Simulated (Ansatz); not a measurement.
# Mo under pressure

Method: DFT PBE, scalar-relativistic, plane waves, PAW in Ansatz 0.2.0. Run with 420 eV cutoff, 18×18×18 k-mesh, Gaussian smearing of 0.10 eV, no spin polarisation.

Reference structure (relaxed):

```yaml
crystal:
  lattice:
    - [-1.58030, 1.58030, 1.58030]
    - [1.58030, -1.58030, 1.58030]
    - [1.58030, 1.58030, -1.58030]
  atoms:
    - { symbol: Mo, position: [0.00000, 0.00000, 0.00000] }
```

Cell and atoms are relaxed at each pressure within the symmetry of the start, at zero temperature, so transitions that lower the symmetry aren't seen. The k-mesh given is that at zero pressure and may differ at others. a, b and c are the lengths of the cell vectors above.

| P (GPa) | V (Å³/atom) | V/V0 | a (Å) | b (Å) | c (Å) |
| --- | --- | --- | --- | --- | --- |
| -2 | 15.91 | 1.008 | 2.744 | 2.744 | 2.744 |
| 0 | 15.79 | 1.000 | 2.737 | 2.737 | 2.737 |
| 2 | 15.66 | 0.992 | 2.730 | 2.730 | 2.730 |
| 5 | 15.49 | 0.981 | 2.720 | 2.720 | 2.720 |
| 10 | 15.23 | 0.965 | 2.705 | 2.705 | 2.705 |
| 20 | 14.77 | 0.935 | 2.677 | 2.677 | 2.677 |
| 40 | 14.01 | 0.888 | 2.631 | 2.631 | 2.631 |

Q: What bulk modulus and pressure derivative fit these points?

A: A third-order Birch–Murnaghan fit gives B0 = 260 GPa and B0' = 4.3.